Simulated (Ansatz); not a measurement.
# B: the cost of one run

Computed with Ansatz 0.2.0 (DFT PBEsol, scalar-relativistic, plane waves, PAW, unless a step's input says otherwise).

### Step 1. The structure to begin with

It takes space group R-3m (No. 166, trigonal). The conventional cell has a = 4.918 Å, b = 4.918 Å, c = 12.581 Å, α = 90.00°, β = 90.00°, γ = 120.00°. B (site symmetry m) has 6 B at 1.67 to 1.81 Å as nearest neighbours. Around B (site symmetry m) lie 7 B at 1.79 to 2.01 Å.

Structure file:

```cif
data_structure
_symmetry_space_group_name_H-M 'R-3m:H'
_symmetry_Int_Tables_number 166
_cell_length_a 4.9179
_cell_length_b 4.9179
_cell_length_c 12.5805
_cell_angle_alpha 90.000
_cell_angle_beta 90.000
_cell_angle_gamma 120.000
_cell_volume 263.50
loop_
_atom_site_label
_atom_site_type_symbol
_atom_site_symmetry_multiplicity
_atom_site_Wyckoff_symbol
_atom_site_fract_x
_atom_site_fract_y
_atom_site_fract_z
_atom_site_occupancy
B1 B 18 h 0.78553 0.21447 0.22466 1
B2 B 18 h 0.19686 0.80314 0.02432 1
```

Source of the structure: the Crystallography Open Database.

(A quick probe on a coarse mesh, which set the mesh and smearing, is not shown.)

### Step 3. Full relaxation

input.yaml reads:

```yaml
crystal:
  lattice:
    - [2.45895, 1.4196754444, 4.1935]
    - [-2.45895, 1.4196754444, 4.1935]
    - [0.0, -2.8393508888, 4.1935]
  atoms:
    - { symbol: B, position: [0.01019, 0.65361, 0.01019] }
    - { symbol: B, position: [0.01019, 0.01019, 0.65361] }
    - { symbol: B, position: [0.65361, 0.01019, 0.01019] }
    - { symbol: B, position: [0.98981, 0.34639, 0.98981] }
    - { symbol: B, position: [0.34639, 0.98981, 0.98981] }
    - { symbol: B, position: [0.98981, 0.98981, 0.34639] }
    - { symbol: B, position: [0.22118, 0.6306, 0.22118] }
    - { symbol: B, position: [0.22118, 0.22118, 0.6306] }
    - { symbol: B, position: [0.6306, 0.22118, 0.22118] }
    - { symbol: B, position: [0.77882, 0.3694, 0.77882] }
    - { symbol: B, position: [0.3694, 0.77882, 0.77882] }
    - { symbol: B, position: [0.77882, 0.77882, 0.3694] }
basis:
  ecutwfc: 420
kpoints:
  mp_grid: { grid: [6, 6, 6] }
hamiltonian:
  xc: pbesol
scf:
  occupations: { method: gaussian, width: 0.02 }
output:
  forces: true
  stress: true
  eigenvalues: true
  write_density: true
  write_potential: true
  elf: true
  volumetric_format: npy
relax:
  adjacent_minimum: "off"
  f_tol: 0.005
  max_steps: 80
  cell: { stress_tol: 0.05 }
```

Started as:

```bash
> ansatz run input.yaml --threads 4 --pin off --max-ram 12288MiB --backend cpu --events-out ev --progress --plain --runs-dir out
```

What time and memory should one allow on 4 threads of Arm Neoverse V2, shared host?

About 11 s, with a peak of 0.42 GiB.
